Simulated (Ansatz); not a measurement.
I need a single point from an input typed as a dict of Sr, space group P-62m. Use Ansatz's Python interface. Use: PBE, PAW, the default cutoff (420 eV here), 4×4×6 k-points, cold smearing of 0.05 eV.

```
Sr
1.0
     7.06595    0.00000    0.00000
    -3.53298    6.11929    0.00000
     0.00000    0.00000    3.81663
Sr
3
Cartesian
  -2.3522 4.0741 0.0000
  1.1808 2.0452 0.0000
  4.7044 0.0000 0.0000
```

`run_deck.py`:
```python
# -*- coding: utf-8 -*-
'''Single point of Sr through the engine session.'''

import ansatz as az


def main():
    inputs = {
        'crystal': {
            'lattice': [[7.065952, 0.0, 0.0], [-3.532976, 6.119294, 0.0], [0.0, 0.0, 3.816633]],
            'atoms': [
                {'symbol': 'Sr', 'position': [0.0, 0.665783, 0.0]},
                {'symbol': 'Sr', 'position': [0.334217, 0.334217, 0.0]},
                {'symbol': 'Sr', 'position': [0.665783, 0.0, 0.0]},
            ],
        },
        'kpoints': {'mp_grid': {'grid': [4, 4, 6]}},
        'hamiltonian': {'xc': 'pbe'},
        'scf': {'occupations': {'method': 'cold', 'width': 0.05}},
        'output': {'forces': True},
    }

    res = az.Session.from_dict(inputs).plan().execute()
    rep = res.report

    for key in ('converged', 'n_iterations', 'n_electrons', 'n_kpoints', 'n_pw', 'n_symmetry_ops', 'free_energy_ev', 'fermi_energy_ev'):
        print(f'{key:18s} {rep[key]}')

    # forces, one row an atom
    print('forces (eV/A)')
    for site, force in zip(res.lattice.sites, rep['forces_ev_ang']):
        print(f'  {site.symbol:2s} {force[0]:9.4f} {force[1]:9.4f} {force[2]:9.4f}')

    terms = rep['components']
    print({name: round(terms[name], 3) for name in ('e_kinetic', 'e_hartree', 'e_xc', 'e_local', 'e_nonlocal')})

    used = rep['setup']
    print('cutoffs (eV):', used['ecut_ev'], used['ecutrho_ev'], ' FFT grid:', used['fft_dense'])
    print('cell volume {:.3f} A^3, {} symmetry operations'.format(used['cell_volume_ang3'], used['n_sym_ops']))


if __name__ == '__main__':
    main()
```

```console
$ python run_deck.py
DeckWarning: basis.ecutwfc = 420 eV, auto-derived from the records' recommended cutoffs: set by Sr (normal level)
converged          True
n_iterations       7
n_electrons        30.0
n_kpoints          16
n_pw               3271
n_symmetry_ops     12
free_energy_ev     -10631.986269308665
fermi_energy_ev    4.957974519134834
forces (eV/A)
  Sr   -0.0079    0.0137    0.0000
  Sr   -0.0079   -0.0137    0.0000
  Sr    0.0159    0.0000    0.0000
{'e_kinetic': 724.929, 'e_hartree': 596.494, 'e_xc': -513.834, 'e_local': -2338.7, 'e_nonlocal': 607.845}
cutoffs (eV): 420.0 1680.0  FFT grid: [48, 48, 27]
cell volume 165.026 A^3, 12 symmetry operations
```
(Warnings from the package without file and line, repeats left out.)

Caveats:
- Absolute energies stand on the zero of these potentials, so only differences at equal settings mean something. A total without «per atom» is that of the cell as typed.
- The energy terms are those on the plane-wave grid, with the one-centre PAW part apart; the terms shown are only some of the summands, so they needn't add up to F.
- For a metal this k-point mesh is coarse: on a finer one energies can move by several to tens of meV an atom and pressures by half a GPa or more, differences at one mesh by less.
- Only differences from the Fermi energy are physical; the zero of the scale is a convention.
- Within a few hundredths of an angstrom the cell has the higher group P6/mmm; the lower one is a small distortion.
- This isn't the structure that Sr takes at ambient conditions.
- The whole script took 1.9 s on 1 thread of Intel(R) Xeon(R) 6975P-C (Granite Rapids), with other jobs on the host, peak memory 0.39 GiB.

(A comment or docstring line of the script was reworded after the run, the code is as it ran; lines on the test bed's own set-up are left out of the output.)
